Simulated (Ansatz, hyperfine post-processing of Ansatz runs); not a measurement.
# Reading the 23Na spectrum of Na3MnF6

Calculated values: DFT, PBEsol+U, plane-wave PAW, default files (PAW set soft_2), collinear spin, scalar-relativistic (Ansatz), contact and point-dipole shifts scaled to 320 K with Θ = 0 K (a pure Curie law); spin-only moments, above the ordering temperature.

```xyz
20
Lattice="5.4709 0.0000 0.0000 0.0000 5.6830 0.0000 -5.3249 0.0000 8.0721" Properties=species:S:1:pos:R:3 pbc="T T T"
Mn    0.0000    0.0000    0.0000
Mn   -2.6625    2.8415    4.0360
Na    2.8200    0.3249    2.0209
Na   -0.0116    3.1664    2.0152
Na   -2.6741    5.3581    6.0512
Na    0.1576    2.5166    6.0569
Na    0.0730    0.0000    4.0360
Na    2.7355    2.8415    0.0000
F    -4.4467    4.1050    7.5142
F     1.9302    1.2635    4.5939
F     4.5926    1.5780    0.5579
F    -1.7842    4.4195    3.4782
F     3.9518    4.7078    0.4624
F    -1.1434    1.8663    3.5737
F    -3.8058    0.9752    7.6097
F     1.2893    3.8167    4.4984
F     0.7033    5.3196    1.9310
F     2.1051    2.4781    2.1050
F    -0.5573    0.3634    6.1411
F    -1.9591    3.2049    5.9670
```

23Na MAS at 9.4 T (105.9 MHz), 40 kHz, 320 K; contact and dipolar shift alone, no orbital or quadrupolar part; lines under 1.5 % of the strongest are left out. Lines of the NMR spectrum (strongest = 100):

| position (ppm) | intensity |
| --- | --- |
| -115.7 | 1.5 |
| 261.9 | 11 |
| 639.6 | 100 |
| 1017.2 | 10 |
| 1229.0 | 62 |
| 1394.8 | 1.9 |

**Question.** Which lines are isotropic ones rather than spinning sidebands, and which Na atoms give them?

Sidebands are spaced by 378 ppm (the spinning rate over the resonance of 105.9 MHz). An isotropic line need not be the tallest: it is the area-weighted centre of its own family of sidebands, and the one that stays put when the rate is changed. Isotropic shifts: 640 ppm for atom 3 and the 3 atoms equivalent to it (4 Mn through links of 82 to 89° (2), 92 to 95° (3), 106 to 108° (2) and 126° (1)), reduced anisotropy 413 ppm; 1229 ppm for atom 7 and the 1 atom equivalent to it (6 Mn through links of 139 to 145° (6)), reduced anisotropy 74 ppm. The families' total areas stand as 2:1, which settles the match.

[Logs are printed without paths, hosts, clocks, repeated set-up lines and the standing remarks that a program may print on its own settings, such as how far it seeks lower states.]

[Hosts, paths, dates, database ids (printed as entryN), source tags and the programs' standing remarks are cut or masked in the printed files.]
